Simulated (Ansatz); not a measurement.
# Yb (Fm-3m) in Ansatz: single point with PBE

Aim: the single point of Yb with PBE.

Program: Ansatz 0.2.0. These are calculated values, not measurements. Logs are shortened: lines on timing, memory, paths and dates and some standing lists are left out, and cuts for length are marked.

## (1) The structure

Symmetry: Fm-3m, No. 225, cubic system. The conventional cell has a = 5.486 Å, b = 5.486 Å, c = 5.486 Å, α = 90.00°, β = 90.00°, γ = 90.00°. Yb (site symmetry m-3m) has 12 Yb at 3.88 Å as nearest neighbours.

## (2) Single point, PBE, collinear spin, ferromagnetic start

File input.yaml:

```yaml
crystal:
  lattice:
    - [0.0, 2.7431, 2.7431]
    - [2.7431, 0.0, 2.7431]
    - [2.7431, 2.7431, 0.0]
  atoms:
    - { symbol: Yb, position: [0.0, 0.0, 0.0], spin: 2.5 }
hamiltonian:
  xc: pbe
  pseudopotentials: { kind: paw }
magnetization:
  spin_polarized: true
kpoints:
  mp_grid: { grid: [8, 8, 8] }
scf:
  occupations: { method: fermi_dirac, width: 0.05 }
output:
  forces: true
  stress: true
  eigenvalues: true
```

Potentials or basis: Ansatz PAW.

The run is started by

```sh
ansatz run input.yaml --threads 2 --pin off --max-ram 5120MiB --backend cpu --events-out ev --progress --plain --runs-dir out
```

What it wrote:

```text
Warning: where an SCF of this run starts from atoms to list the orders of its open shells, Yb (site 0, from 0) starts with 0.44 μB on its 4f shell and 0.44 μB on its 5d shell, in the place of the 2.50 μB that the deck gives it: its open shells can hold no more by Hund's first rule. To start from spheres of the given moment, type scf.initial_density.shell_occupations: []
Warning: RAYON_NUM_THREADS=2 ignored (pool sized by the plan → 2); use --threads N
Engine: ansatz 0.2.0, aarch64-unknown-linux-gnu
Pseudopotentials: kind: paw
Pseudopotential: Yb, paw, valence charge 24, recommended cutoff 420 eV (normal), Yb.paw.azcp
Functional definition: PBE
  parameter kappa = 0.804
  parameter beta = 0.06672455060314922
  exchange = pbe_x(kappa = kappa, mu = beta*pi^2/3)
  correlation = pbe_c(beta = beta)
Crystal: 1 atoms, lattice volume = 41.281 Å³
Basis set: ecut = 420 eV, 869 PW (Γ), exchange–correlation on 54×54×54 points (8 copies of the dense FFT grid, shifted against one another)
Bands: 18, of which v1, the nominal top of the filled ones, is band 12 counted from 1 (11 counted from 0)
Symmetry: 48 space group operations
Space group: Fm-3m (ITA 225), of the structure as read, at distance tolerance 3.5e-5 Å
Magnetic group: BNS 225.116 (UNI 1618), of the structure as read, at distance tolerance 3.5e-5 Å
k-points: 29 of 512
Non-local potential: Yb, projectors of the file, l = 0: 3, l = 1: 2, l = 2: 2, l = 3: 3
PAW form: soft (Blöchl's): semilocal exchange-correlation on the pseudo side does not see the compensation charge
PAW one-centre angular grid: Yb, 590 points (default); XC on 64 Gauss nodes
Initial density: superposition of atomic densities (chi_scale 0.1, normalization cell)
Starting moments: Σ|m| = 2.5 μB on 1 of 1 site
Initial wavefunctions: pseudopotential atomic-orbital guess
Functional: x = pbe(κ = 0.804, μ = 0.2195149727645171), c = pbe(β = 0.06672455060314922)
iter 1 solved again at ethr=2.05e-4 eV; its pass at ethr=3.10e-3 eV (dr2=4.91e-2 eV) is discarded
SCF iter   1: F=—  HF=-13794.827905 eV  |F-HF|=—  |Δ(HF+E_count)|=         —  Δρ=2.55e-2 (↑2.55e-2 ↓2.23e-2)  dr2=4.93e-2  dr2_m=2.09e-1  M=0.323 μB ∫|m|=0.323 μB  β_m=0.30  ethr=2.05e-4  ⟨swp⟩=1.9  Hψ=7223  notcnv=0
Mixer restart at iter 1: flushing history
preconditioner: auto → Kerker (q_TF=auto, 2.492 Å⁻¹)  [metal: Δε(μ)=0.048 eV  Ē_g=10.829 eV  σ=0.050 eV  W_gap=0.23  n_scr=14 (ndim 8)  ℏωp=27.1 eV  f_vac=0.000  D(μ)=4.37/eV (n_scr^D=58)]
spin=Collinear: Kerker preconditioning applied to the charge; magnetization (m = ρ↑ − ρ↓) channel mixes plain (no charge-response kernel on spin).
SCF iter   2: F=—  HF=-13794.845684 eV  |F-HF|=—  |Δ(HF+E_count)|=   1.78e-2  Δρ=2.01e-2 (↑1.96e-2 ↓2.01e-2)  dr2=3.00e-2  dr2_m=1.43e-1  M=0.257 μB ∫|m|=0.257 μB  β_m=0.47  ethr=2.05e-4  ⟨swp⟩=1.7  Hψ=1181  notcnv=0
SCF iter   3: F=—  HF=-13794.985105 eV  |F-HF|=—  |Δ(HF+E_count)|=   1.39e-1  Δρ=8.40e-3 (↑8.40e-3 ↓4.43e-3)  dr2=7.79e-3  dr2_m=1.48e-2  M=0.053 μB ∫|m|=0.069 μB  β_m=0.48  ethr=1.25e-4  ⟨swp⟩=3.1  Hψ=2810  notcnv=0
SCF iter   4: F=—  HF=-13794.967460 eV  |F-HF|=—  |Δ(HF+E_count)|=   1.76e-2  Δρ=8.03e-3 (↑8.03e-3 ↓1.53e-3)  dr2=3.04e-2  dr2_m=5.04e-3  M=0.010 μB ∫|m|=0.046 μB  β_m=0.74  ethr=3.25e-5  ⟨swp⟩=3.2  Hψ=3126  notcnv=0  defer=38
SCF iter   5: F=—  HF=-13794.976126 eV  |F-HF|=—  |Δ(HF+E_count)|=   8.67e-3  Δρ=3.37e-3 (↑2.83e-3 ↓3.37e-3)  dr2=1.60e-2  dr2_m=7.50e-5  M=0.019 μB ∫|m|=0.037 μB  β_m=0.87  ethr=3.25e-5  ⟨swp⟩=2.4  Hψ=1841  notcnv=0  defer=36
SCF iter   6: F=—  HF=-13794.993069 eV  |F-HF|=—  |Δ(HF+E_count)|=   1.69e-2  Δρ=3.65e-3 (↑3.65e-3 ↓2.55e-3)  dr2=2.75e-3  dr2_m=3.44e-3  M=-0.000 μB ∫|m|=0.007 μB  β_m=0.85  ethr=3.25e-5  ⟨swp⟩=3.0  Hψ=2681  notcnv=0  defer=38
SCF iter   7: F=—  HF=-13794.990557 eV  |F-HF|=—  |Δ(HF+E_count)|=   2.51e-3  Δρ=2.15e-3 (↑8.87e-4 ↓2.15e-3)  dr2=8.32e-4  dr2_m=8.40e-4  M=0.011 μB ∫|m|=0.015 μB  β_m=0.79  ethr=1.15e-5  ⟨swp⟩=2.2  Hψ=2010  notcnv=0  defer=38
SCF iter   8: F=—  HF=-13794.992286 eV  |F-HF|=—  |Δ(HF+E_count)|=   1.73e-3  Δρ=4.50e-4 (↑1.13e-4 ↓4.50e-4)  dr2=7.95e-5  dr2_m=2.31e-5  M=0.004 μB ∫|m|=0.005 μB  β_m=0.90  ethr=3.47e-6  ⟨swp⟩=3.1  Hψ=2013  notcnv=0  defer=38
SCF iter   9: F=—  HF=-13794.992450 eV  |F-HF|=—  |Δ(HF+E_count)|=   1.64e-4  Δρ=1.27e-4 (↑1.27e-4 ↓9.59e-5)  dr2=5.70e-7  dr2_m=4.65e-6  M=0.001 μB ∫|m|=0.001 μB  β_m=0.95  ethr=3.31e-7  ⟨swp⟩=3.2  Hψ=2307  notcnv=0  defer=38
SCF iter  10: F=—  HF=-13794.992450 eV  |F-HF|=—  |Δ(HF+E_count)|=   1.25e-7  Δρ=4.88e-5 (↑4.88e-5 ↓4.20e-5)  dr2=5.70e-8  dr2_m=7.73e-7  M=0.000 μB ∫|m|=0.001 μB  β_m=0.97  ethr=2.37e-9  ⟨swp⟩=3.1  Hψ=2126  notcnv=0  defer=38
SCF iter  11: F=—  HF=-13794.992451 eV  |F-HF|=—  |Δ(HF+E_count)|=   2.00e-7  Δρ=7.88e-6 (↑5.74e-6 ↓7.88e-6)  dr2=5.89e-8  dr2_m=2.54e-9  M=0.000 μB ∫|m|=0.000 μB  β_m=0.99  ethr=2.37e-10  ⟨swp⟩=2.4  Hψ=1752  notcnv=0  defer=38
iter 12 did not close the SCF: its close was put off for a magnetic moment that had not settled (scf_convergence_deferred on its scf_iter line)
SCF iter  12: F=-13794.992451 eV  HF=-13794.992451 eV  |F-HF|=6.86e-8  |Δ(HF+E_count)|=   1.31e-7  Δρ=7.65e-6 (↑7.65e-6 ↓4.40e-6)  dr2=4.77e-8  dr2_m=2.07e-9  M=0.000 μB ∫|m|=0.000 μB  β_m=0.99  ethr=2.37e-10  ⟨swp⟩=8.3  Hψ=6162  notcnv=0
iter 13 did not close the SCF: its close was put off for a magnetic moment that had not settled (scf_convergence_deferred on its scf_iter line)
SCF iter  13: F=-13794.992451 eV  HF=-13794.992451 eV  |F-HF|=1.59e-8  |Δ(HF+E_count)|=   1.13e-8  Δρ=3.80e-6 (↑2.18e-6 ↓3.80e-6)  dr2=1.36e-8  dr2_m=3.36e-10  M=0.000 μB ∫|m|=0.000 μB  β_m=1.00  ethr=1.99e-10  ⟨swp⟩=3.1  Hψ=4001  notcnv=0
SCF iter  14: F=-13794.992451 eV  HF=-13794.992451 eV  |F-HF|=3.24e-8  |Δ(HF+E_count)|=   3.26e-9  Δρ=4.21e-6 (↑4.21e-6 ↓4.03e-6)  dr2=2.47e-8  dr2_m=4.77e-12  M=0.000 μB ∫|m|=0.000 μB  ethr=5.66e-11  ⟨swp⟩=3.0  Hψ=3971  notcnv=0
SCF 1 converged in 14 iterations: F = -13794.992451 eV  dr2 = 2.47e-8
WARN: the starting moments were not kept: the SCF closed with an absolute magnetisation of 7.8e-6 μB, where they sum to 2.5 μB in size (1 site). That is at most 0.1 of that sum. Measured as dr2_m measures the in/out step, that magnetisation stands 1.1e-11 eV from none, at or under the dr2_threshold of 1.0e-7 eV: it is no larger than a step whose dr2_m would equal this threshold. The system may hold no moment; this SCF shows only that its start led to no more than that. To try another start: raise the starting moments (crystal.atoms[].spin, magnetization.per_species, magnetization.initial_magnetization, or on a non-collinear deck that types none of these the spinor_matrix: blocks that start its atoms; where the total moment is fixed, keep their sum and leave initial_magnetization as it is; typed ones take the place of any that the run laid by itself, positive ones on a crystal's lanthanoids without a Hubbard term where scf.initial_density.shell_occupations: [] is typed) or, if the notice of its spin-set hold's release reads "site moments contracting" or "site moments show no strong build", lengthen the hold (scf.mixing.spin_hold: { on: { confirm: 4 } }; for m-r²SCAN on two components see the key's manual first). Each may lead to a state that holds a moment. A second SCF, from the converged charge density, with the starting moments and any scf.initial_density.shell_occupations laid on it anew, would have followed, and was not run: the deck does not ask for one (magnetization.retry_lost_moments is false, the default). To let it run, set magnetization.retry_lost_moments: true and run the deck again, where that key's refused combinations let it; where memory then withholds it, that run's warning says so.
SCF converged after 14 iterations
Magnetization: 0.0000 μB (12.0000 up, 12.0000 down)
Absolute magnetization: 0.0000 μB (∫|ρ↑−ρ↓|, with the PAW one-centre terms)
Spin contamination: 0.0000 ħ² per cell (⟨S²⟩ above its minimum at these occupations)
Per-site moments (μB) at R_I (Å): [(5.112129360973601e-7, 1.6002233044650755)]
Free energy (F): -13794.992451 eV
Harris-Foulkes:  -13794.992451 eV  (|F-HF|=3.24e-8)
Internal energy: -13794.979539 eV  (E = F + TS)
E sigma→0 (E₀):  -13794.985995 eV
Entropy (-TS):   -0.012911 eV (-12.911 meV/atom)
Fermi energy:    9.057188 eV
--- Per-component energies (eV) ---
  E_band       = -39.234047
  E_kinetic    = 350.547575
  E_local      = -6577.063719  (includes V_loc(G=0)·N_el)
  E_nonlocal   = 555.038323
  E_hartree    = 2860.221560
  E_xc         = -161.396211
  E_vxc        = -200.794810  (∫ρ·V_xc dr)
  E_paw        = -7356.563542  (= ΣΔE_a)
  E_vpaw       = 112.612337  (= ΣTr[D̂ρ^β])
  E_aug_tail   = 0.000003  (compensation charges beyond the density's cutoff)
  E_ewald      = -3465.763528
  E_smearing   = -0.012911  (= −TS)
  E_closure    = 0.000000  (closes the sum)
  Σ components = -13794.992451   (vs F -13794.992451, Δ=0.00e0)
--- Forces (eV/Å), atoms counted from 1 ---
  atom   1  Yb     0.00000000    -0.00000000     0.00000000
  max |Σ_I F_I| component: 3.08e-32 eV/Å
--- Stress (GPa, compression-positive) ---
       -2.142693      -0.000000       0.000000
       -0.000000      -2.142693      -0.000000
        0.000000       0.000000      -2.142693
  P = ⅓ Tr σ = -2.1427 GPa (-21.427 kbar)
--- Band table (eV; the first three rows and the last of 58) ---
  k-point 0 ↑: bands = ["-42.6545", "-14.9508", "-14.9508", "-14.9508", "4.1910", "8.6129", "8.6859", "8.6859", "8.6859", "8.7574", "8.7574", "8.7574", "11.8051", "11.8051", "11.8051", "13.6565", "13.6565", "17.9440"]
  k-point 1 ↑: bands = ["-42.6532", "-14.9825", "-14.9551", "-14.9551", "4.5043", "8.6168", "8.6813", "8.6926", "8.6926", "8.7431", "8.7431", "8.7578", "11.3875", "11.9468", "11.9468", "13.4985", "13.4985", "18.5776"]
  k-point 2 ↑: bands = ["-42.6503", "-15.0582", "-14.9657", "-14.9657", "5.3762", "8.6281", "8.6706", "8.7023", "8.7023", "8.7220", "8.7220", "8.7588", "10.5446", "12.0096", "12.0096", "13.6159", "13.6159", "17.2997"]
  k-point 28 ↓: bands = ["-42.6432", "-15.0902", "-15.0902", "-15.0308", "8.6432", "8.6558", "8.6840", "8.6840", "8.7018", "8.7018", "8.7273", "9.1322", "9.7730", "9.7730", "11.4612", "15.2397", "15.3989", "15.8240"]
```

Run time: 2.3 s. Hardware: 2 threads of Arm Neoverse V2, shared host; peak memory 0.31 GiB.

Results:

```yaml
Free_energy: -13794.9925 eV
Pressure: -2.1 GPa
Band_gap_on_the_k_mesh: none (metal or under the smearing width)
Net_moment: 0.00 μB per cell
Absolute_moment: 0.00 μB per cell
```

Levels at points of the mesh, in eV from the Fermi level:
Spin up:
| k point | band 8 | band 9 | band 10 | band 11 | band 12 | band 13 | band 14 | band 15 | band 16 | band 17 |
| --- | --- | --- | --- | --- | --- | --- | --- | --- | --- | --- |
| (0.00, 0.00, 0.00) | -0.37 | -0.37 | -0.30 | -0.30 | -0.30 | 2.75 | 2.75 | 2.75 | 4.60 | 4.60 |
| (0.00, 0.00, -0.50) | -0.38 | -0.38 | -0.31 | -0.31 | -0.30 | 0.13 | 2.56 | 2.56 | 5.94 | 5.94 |
| (0.00, -0.50, -0.50) | -0.38 | -0.37 | -0.33 | -0.32 | -0.32 | 0.30 | 1.30 | 5.95 | 6.33 | 6.33 |
Spin down:
```csv
k point,band 8,band 9,band 10,band 11,band 12,band 13,band 14,band 15,band 16,band 17
"(0.00, 0.00, 0.00)",-0.37,-0.37,-0.30,-0.30,-0.30,2.75,2.75,2.75,4.60,4.60
"(0.00, 0.00, -0.50)",-0.38,-0.38,-0.31,-0.31,-0.30,0.13,2.56,2.56,5.94,5.94
"(0.00, -0.50, -0.50)",-0.38,-0.37,-0.33,-0.32,-0.32,0.30,1.30,5.95,6.33,6.33
```

Caveat: spin-orbit coupling is left out, which moves the levels of the heavy elements; the starting moments weren't kept. The state reached can hang on the start; a lower one may exist.
